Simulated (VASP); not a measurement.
## Li2O: electrostatic potential with HSE06

Crystal: Li2O.

```xyz
3
Lattice="0.0000 2.2798 2.2798 2.2798 0.0000 2.2798 2.2798 2.2798 0.0000" Properties=species:S:1:pos:R:3 pbc="T T T"
O     0.0000    0.0000    0.0000
Li    1.1399    1.1399    1.1399
Li    3.4197    3.4197    3.4197
```

The cell was built by a generator and needn't be a form met in nature.

```json
{"Program": "VASP 6.6.1", "Task": "electrostatic potential", "Functional": "HSE06", "Potentials or basis": "VASP PAW PBE potentials, release 64 (O, Li_sv)", "Cutoff": "520 eV", "k mesh": "8 × 8 × 8", "Occupations": "gaussian, width 0.02 eV", "Spin": "no spin polarisation", "Grid for exact exchange (PRECFOCK)": "Fast", "Screening parameter": "0.2 1/A", "Further INCAR settings": "ALGO = Normal; EDIFF = 1e-07"}
```

| Property | Result |
| --- | --- |
| Band gap on the k mesh | 6.68 eV, indirect (least direct gap 7.26 eV) |

Levels at points of the mesh, in eV from the valence-band top:
```csv
k point,band 4,band 5,band 6,band 7,band 8,band 9
"(0.00, 0.00, 0.00)",0.00,0.00,0.00,7.26,14.07,14.07
"(0.50, 0.00, 0.00)",-3.05,-0.50,-0.50,11.41,12.15,14.15
"(0.50, 0.50, 0.00)",-1.80,-1.54,-1.54,6.68,16.11,16.11
```

Wall time 2.2 min on 4 MPI ranks on Intel(R) Xeon(R) 6975P-C (Granite Rapids), on a shared host, peak memory 0.23 GiB a rank.

 A k mesh can miss the band edges.
